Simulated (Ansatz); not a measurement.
# Calculated 119Sn Mössbauer parameters for SnS

Cell: a computed structure from the Materials Project (it need not be an observed phase), ions relaxed with r2SCAN at fixed cell.

Space group Pnma (No. 62); a = 11.3920, b = 3.9569, c = 4.5328 Å.

```
site  Wyckoff  site symmetry       x       y       z
  Sn       4c            .m.  0.6215  0.2500  0.3668
   S       4c            .m.  0.3479  0.2500  0.0117
```

One atom of each set is listed.

All values are calculated (Ansatz; DFT, r2SCAN, plane waves and PAW, scalar-relativistic, 500 eV cutoff, Γ-centred 3×8×7 k-points, Fermi–Dirac smearing 0.01 eV), not measured.

Isomer shifts (against SnO₂) follow from the electron density at the nucleus, δ = α(ρ − ρ₀), with α = 0.093 mm s⁻¹ a₀³ and ρ₀ = 183072.84 a₀⁻³ from a line fitted to 8 measured compounds at this level of theory (rms miss 0.14 mm/s). ΔE_Q = ½eQV_zz(1 + η²/3)^½ with Q = -0.132 b for the 23.9 keV state.

Task: What would the 119Sn spectrum's parameters be?

Result: 

| site | atoms | first shell | ρ − ρ₀ (a₀⁻³) | δ (mm/s) | ΔE_Q (mm/s) | η |
| --- | --- | --- | --- | --- | --- | --- |
| Sn | 4 | 3 S at 2.64 Å | 35.5 | 3.30 | 1.15 | 0.33 |

The shift of Sn is typical of Sn(II), and the large splitting points to a stereochemically active lone pair.

Without spin–orbit coupling (the program notes it for Sn) the gradients are little affected as a rule: paired runs on crystals with a gap mostly move them by under 2 % at such atoms. With these PAW files V_zz is typically within 2 to 3 % of all-electron values, but misses above 10 % occur on Sn. Shifts outside the range of the fitted compounds (-0.5 to 3.2 mm/s for Sn) are extrapolations.
